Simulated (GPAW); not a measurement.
**How BeTe absorbs and reflects light**

Wanted: where BeTe starts to absorb, how strongly, and its refractive index. The cell comes from an older database entry, whose edges can differ from later determinations, mostly by under a per cent.

Main program and level: GPAW 26.7.0; DFT, PBE, plane-wave PAW (GPAW data sets), scalar-relativistic, RPA, optical limit.

The database entry behind the starting cell differs from later determinations by our own check (an axis about 1.5 % short against later determinations), so it need not match the best structure at ambient conditions.

## Step 1: The structure

Symmetry: F-43m, No. 216, cubic system. The conventional cell has a = 5.540 Å, b = 5.540 Å, c = 5.540 Å, α = 90.00°, β = 90.00°, γ = 90.00°. Nearest to Te lie 4 Be at 2.40 Å. Be has 4 Te at 2.40 Å nearest. Farther neighbours and most contacts between anions are not listed.

Coordinates:

```cif
data_structure
_symmetry_space_group_name_H-M 'F-43m'
_symmetry_Int_Tables_number 216
_cell_length_a 5.5400
_cell_length_b 5.5400
_cell_length_c 5.5400
_cell_angle_alpha 90.000
_cell_angle_beta 90.000
_cell_angle_gamma 90.000
_cell_volume 170.03
loop_
_atom_site_label
_atom_site_type_symbol
_atom_site_symmetry_multiplicity
_atom_site_Wyckoff_symbol
_atom_site_fract_x
_atom_site_fract_y
_atom_site_fract_z
_atom_site_occupancy
Te1 Te 4 c 0.25000 0.25000 0.25000 1
Be1 Be 4 a 0.00000 0.00000 0.00000 1
```

## Step 2: Ground state

First the ground state: is it a metal or has it a gap?

This step: DFT, PBE, plane-wave PAW (GPAW data sets), scalar-relativistic, ground state (GPAW 26.7.0).

gs.py

```python
from ase import Atoms
from ase.dft.bandgap import bandgap
from gpaw import GPAW, PW, FermiDirac

atoms = Atoms(['Te', 'Be'],
              cell=[[0.000000000000, 2.770000000000, 2.770000000000],
                    [2.770000000000, 0.000000000000, 2.770000000000],
                    [2.770000000000, 2.770000000000, 0.000000000000]],
              scaled_positions=[[0.750000000000, 0.750000000000, 0.750000000000],
                                [0.000000000000, 0.000000000000, 0.000000000000]],
              pbc=[True, True, True])
atoms.calc = GPAW(mode=PW(400), xc='PBE', kpts={'size': (7, 7, 7), 'gamma': True},
                  occupations=FermiDirac(0.05), maxiter=150, txt='gs.txt')
print('energy (eV)', atoms.get_potential_energy())
print('Fermi level (eV)', atoms.calc.get_fermi_level())
print('valence electrons', atoms.calc.get_number_of_electrons())
print('gap (eV)', bandgap(atoms.calc, output=None)[0])
print('direct gap (eV)', bandgap(atoms.calc, direct=True, output=None)[0])
atoms.calc.write('gs.gpw')
```

Launch:

```
OMP_NUM_THREADS=1 python gs.py
```

Numbers of over 12 decimals in the logs are rounded to 6 here.

The log of the run:

```text
__  _  _
 | _ |_)|_||  |
 |__||  | ||/\| - 26.7.0

Versions:
  Python: 3.12.14
  ASE:    3.29.0
  Numpy:  2.5.5
  Scipy:  1.18.1
  Libxc:  7.0.0

Input parameters:
  mode=PW(ecut=400.0),
  kpts=MonkhorstPack(size=(7, 7, 7), gamma=True),
  maxiter=150,
  occupations=Occupations(name='fermi-dirac', width=0.05, fixmagmom=False),
  xc=XC(name='PBE')

Diagonalizing LCAO Hamiltonian
Converting LCAO to pw mode

                    Te

       Be

Atoms  # Å, Bohr magnetons
|   | symbol |        x |        y |        z |    initial magnetic moments |
| 0 |     Te | 4.155000 | 4.155000 | 4.155000 | ( 0.0000,  0.0000,  0.0000) |
| 1 |     Be | 0.000000 | 0.000000 | 0.000000 | ( 0.0000,  0.0000,  0.0000) |

Unit cell  # Å
| periodic |        x |        y |        z |  lengths |    angles |
|      yes | 0.000000 | 2.770000 | 2.770000 | 3.917372 | 60.000000 |
|      yes | 2.770000 | 0.000000 | 2.770000 | 3.917372 | 60.000000 |
|      yes | 2.770000 | 2.770000 | 0.000000 | 3.917372 | 60.000000 |

Number of symmetries: 24
Symmetry operations  # r_c * U_cc + t_c -> r_c
|    | kind |            matrix            |
|  0 |  E   |  1, 0, 0,  0, 1, 0,  0, 0, 1 |
|  1 |  σ   |  1, 0, 0,  0, 0, 1,  0, 1, 0 |
|  2 |  σ   |  1, 0,-1,  0, 1,-1,  0, 0,-1 |
|  3 |  C3  |  1, 0,-1,  0, 0,-1,  0, 1,-1 |
|  4 |  C3  |  1,-1, 0,  0,-1, 1,  0,-1, 0 |
|  5 |  σ   |  1,-1, 0,  0,-1, 0,  0,-1, 1 |
|  6 |  σ   |  0, 1, 0,  1, 0, 0,  0, 0, 1 |
|  7 |  C3  |  0, 1, 0,  0, 0, 1,  1, 0, 0 |
|  8 |  C2  |  0, 1,-1,  1, 0,-1,  0, 0,-1 |
|  9 |  S4  |  0, 1,-1,  0, 0,-1,  1, 0,-1 |
| 10 |  C3  |  0, 0, 1,  1, 0, 0,  0, 1, 0 |
| 11 |  σ   |  0, 0, 1,  0, 1, 0,  1, 0, 0 |
| 12 |  S4  |  0, 0,-1,  1, 0,-1,  0, 1,-1 |
| 13 |  C3  |  0, 0,-1,  0, 1,-1,  1, 0,-1 |
| 14 |  S4  |  0,-1, 1,  1,-1, 0,  0,-1, 0 |
| 15 |  C2  |  0,-1, 1,  0,-1, 0,  1,-1, 0 |
| 16 |  C3  |  0,-1, 0,  1,-1, 0,  0,-1, 1 |
| 17 |  S4  |  0,-1, 0,  0,-1, 1,  1,-1, 0 |
| 18 |  S4  | -1, 1, 0, -1, 0, 1, -1, 0, 0 |
| 19 |  C3  | -1, 1, 0, -1, 0, 0, -1, 0, 1 |
| 20 |  C3  | -1, 0, 1, -1, 1, 0, -1, 0, 0 |
| 21 |  S4  | -1, 0, 1, -1, 0, 0, -1, 1, 0 |
| 22 |  σ   | -1, 0, 0, -1, 1, 0, -1, 0, 1 |
| 23 |  C2  | -1, 0, 0, -1, 0, 1, -1, 1, 0 |

BZ-sampling:
  Number of BZ points: 343
  Number of IBZ points: 20

  Monkhorst-Pack size: [7, 7, 7]
  Monkhorst-Pack shift: [0, 0, 0]

K-points  # in reciprocal-cell coordinates
|     |                                coordinates |     weight |
|   0 | (  0.00000000,   0.00000000,   0.00000000) | 0.00291545 |
|   1 | (  0.14285714,   0.14285714,   0.00000000) | 0.01749271 |
|   2 | (  0.14285714,   0.14285714,   0.14285714) | 0.02332362 |
|   3 | (  0.28571429,   0.14285714,   0.14285714) | 0.03498542 |
|   4 | (  0.28571429,   0.28571429,   0.00000000) | 0.01749271 |
|   5 | (  0.28571429,   0.28571429,   0.14285714) | 0.06997085 |
|   6 | (  0.28571429,   0.28571429,   0.28571429) | 0.02332362 |
|   7 | (  0.42857143,  -0.28571429,  -0.28571429) | 0.03498542 |
|   8 | (  0.42857143,   0.28571429,  -0.42857143) | 0.13994169 |
|   9 | (  0.42857143,   0.28571429,  -0.28571429) | 0.06997085 |
| ... |                                            |            |
|  19 | (  0.42857143,   0.42857143,   0.42857143) | 0.02332362 |

Plane wave coefficients: 785
Cutoff: 400.0 eV

Spin-components: 1 (collinear spins)
Bands:           8
Projectors:      8
Spin-degeneracy: 2
Datatype:        complex128

Parallelization:
  kpt:    1
  domain: 1
  band:   1

Density:
  Valence electrons: 8.0
  Components: 1
  Grid points: [20 20 20]
  Charge: 0.0  # |e|

Potential:
  Grid points: [20 20 20]

species:
  Te:
    name:    Tellurium
    id:
    Z:       52.0
    valence: 6
    core:    46
    charge:  0.0  # [|e|]
    compensation charges:
      type: gauss
      rc: 0.36  # [Å]
      lmax: 2
    cutoffs:
      filter: 2.09  # [Å]
      core: 3.17  # [Å]
    projectors
    | kind |    occ | energy [eV] | rcut [Å] |
    |   5s |  2.000 |     -15.089 |    1.180 |
    |   5p |  4.000 |      -5.955 |    1.196 |
    |    s |        |      12.123 |    1.180 |
    |    p |        |      21.256 |    1.196 |
    |    d |        |       0.000 |    1.238 |

    Using partial waves for Te as LCAO basis

  Be:
    name:    Beryllium
    id:
    Z:       4.0
    valence: 2
    core:    2
    charge:  0.0  # [|e|]
    compensation charges:
      type: gauss
      rc: 0.25  # [Å]
      lmax: 2
    cutoffs:
      filter: 1.42  # [Å]
      core: 1.77  # [Å]
    projectors
    | kind |    occ | energy [eV] | rcut [Å] |
    |   2s |  2.000 |      -5.610 |    0.794 |
    |   2p |  0.000 |      -2.018 |    0.794 |
    |    s |        |      21.602 |    0.794 |

    Using partial waves for Be as LCAO basis

Reference energy: -185188.868407  # eV

eigensolver:
  PPCG
  Converge bands: occupied
  niter=2

density mixing:
  MSR1-Mixer
  Pratt-step length: 0.05
  Maximum mixing coefficient: 0.75
  Old densities: 10
  SVD Regularization: 0.005
  Good broyden scale: 1.0
  Trust region scale: 1.0
  Backstep threshold: 4.0
  History deletion threshold: 6.0
  Fourier metric: weight=20.0, sigma=0.015

occupation numbers:
  Fermi-Dirac:
    width: 0.0500  # eV

poisson solver:
  ecut: 3200.0  # eV

xc functional:
  name: PBE with 2 nearest neighbor stencil

convergence criteria:
- Maximum [total energy] change in last 3 cyles: 0.0005 eV / valence electron
- Maximum integral of absolute [dens]ity change: 0.0001 electrons / valence electron
- Maximum integral of absolute [eigenst]ate change: 4e-08 eV^2 / valence electron
maximum number of iterations: 150

SCF iterations
|iter     |      energy | eigst |  dens |
|iter:   1||   -7.735377 | -0.22 |       |
|iter:   2||   -7.715101 | -2.26 | -0.91 |
|iter:   3||   -7.588241 | -2.02 | -0.94 |
|iter:   4||   -7.589604 | -3.08 | -1.53 |
|iter:   5||   -7.590307c| -4.26 | -2.02 |
|iter:   6||   -7.590344c| -5.40 | -2.67 |
|iter:   7||   -7.590345c| -6.68 | -3.65 |
|iter:   8||   -7.590346c| -7.60c| -4.08c|

Converged in 8 steps
SCF loop duration: 1.703 s (0.213 s/step)
Energy contributions relative to reference atoms: (reference = -185188.868407)

Energy contributions:
  Kinetic:          18.605012
  Coulomb:         -16.611276
  Zero:              0.120800
  External:          0.000000
  Xc:               -9.704881
  Entropy:          -0.000000
  Spinorbit:         0.000000
  ----------------------------
  Free energy:      -7.590346
  Extrapolated:     -7.590346

dipole moment: (-0.408313, -0.408313, -0.408313)  # |e|*Ang

Fermi level: 6.489
Eigenvalues  # (at kpt = [0.000, 0.000, 0.000])
| band index |      eig [eV] | occ [0-2] |
|          0 |        -7.056 |     2.000 |
|          1 |         5.564 |     2.000 |
|          2 |         5.564 |     2.000 |
|          3 |         5.564 |     2.000 |
|          4 |         9.148 |     0.000 |
|          5 |         9.148 |     0.000 |
|          6 |         9.148 |     0.000 |
|          7 |         9.765 |     0.000 |

Gap: 1.919 eV
Transition (v -> c):
  (s=0, k=0, n=3, [0.00, 0.00, 0.00]) -> (s=0, k=16, n=4, [0.43, 0.43, 0.00])
Direct/indirect transitions are different
Direct gap: 3.584 eV
Transition at: (s=0, k=0, n=3, [0.00, 0.00, 0.00])

--- standard output ---
energy (eV) -7.590346
Fermi level (eV) 6.489019
valence electrons 8.0
gap (eV) 1.918921
direct gap (eV) 3.583906
```

Run time: 2.9 s. Hardware: 1 thread of Arm Neoverse V2, shared host; peak memory 0.12 GiB.

This step gave:

| Quantity | Value |
| --- | --- |
| energy | -7.590 eV |
| Fermi energy | 6.489 eV |
| gap on the k-mesh | 1.919 eV |
| direct gap on the mesh | 3.584 eV |
| electrons | 8 |

There is a gap, 1.92 eV on this mesh (points off the mesh can give less), so no carriers' term is needed.

## Step 3: Bands for the response

The response needs many more empty bands than the density does.

This step: DFT, PBE, plane-wave PAW (GPAW data sets), scalar-relativistic, bands at fixed density (GPAW 26.7.0).

nscf.py

```python
from ase.dft.bandgap import bandgap
from gpaw import GPAW, FermiDirac

calc = GPAW('gs.gpw').fixed_density(kpts={'size': (16, 16, 16), 'gamma': True}, nbands=33, convergence={'bands': 27},
                                    occupations=FermiDirac(0.001), txt='nscf.txt')
print('gap (eV)', bandgap(calc, output=None)[0])
print('direct gap (eV)', bandgap(calc, direct=True, output=None)[0])
print('top band over the Fermi level (eV)', min(calc.get_eigenvalues(kpt=k)[26] for k in range(len(calc.get_ibz_k_points()))) - calc.get_fermi_level())
calc.write('full.gpw', mode='all')
```

Launch:

```
OMP_NUM_THREADS=1 python nscf.py
```

The log of the run:

```text
Diagonalizing LCAO Hamiltonian
Converting LCAO to pw mode
convergence criteria:
- Maximum integral of absolute [eigenst]ate change: 4e-08 eV^2 / valence electron
maximum number of iterations: 150

SCF iterations
|iter     |      energy | eigst |  dens |
|iter:   1||             | +3.48 |       |
|iter:   2||             | +1.96 |       |
|iter:   3||             | +0.02 |       |
|iter:   4||             | -1.27 |       |
|iter:   5||             | -2.61 |       |
|iter:   6||             | -3.67 |       |
|iter:   7||             | -4.93 |       |
|iter:   8||             | -5.99 |       |
|iter:   9||             | -6.94 |       |
|iter:  10||             | -7.49c|       |
SCF steps: 10
  __  _  _
 | _ |_)|_||  |
 |__||  | ||/\| - 26.7.0

Versions:
  Python: 3.12.14
  ASE:    3.29.0
  Numpy:  2.5.5
  Scipy:  1.18.1
  Libxc:  7.0.0

Input parameters:
  mode=PW(ecut=400.0),
  convergence={'bands': 27},
  gpts=array([20, 20, 20]),
  kpts=MonkhorstPack(size=(16, 16, 16), gamma=True),
  maxiter=150,
  nbands=33,
  occupations=Occupations(name='fermi-dirac', width=0.001, fixmagmom=False),
  parallel={},
  xc=XC(name='PBE')

--- standard output ---
gap (eV) 1.856752
direct gap (eV) 3.583906
top band over the Fermi level (eV) 27.462277
```

Run time: 56 s. Hardware: 1 thread; peak memory 0.21 GiB.

Read-outs, printed or worked out from the files:

| Quantity | Value |
| --- | --- |
| gap on the k-mesh | 1.857 eV |

(Continued in part 2 of 2.)

[Machine, clock and banner lines and Python warnings are left out of the logs.]

[Logs are printed without paths, hosts, clocks, repeated set-up lines and the standing remarks that a program may print on its own settings, such as how far it seeks lower states.]

[Hosts, paths, dates, database ids (printed as entryN), source tags and the programs' standing remarks are cut or masked in the printed files.]
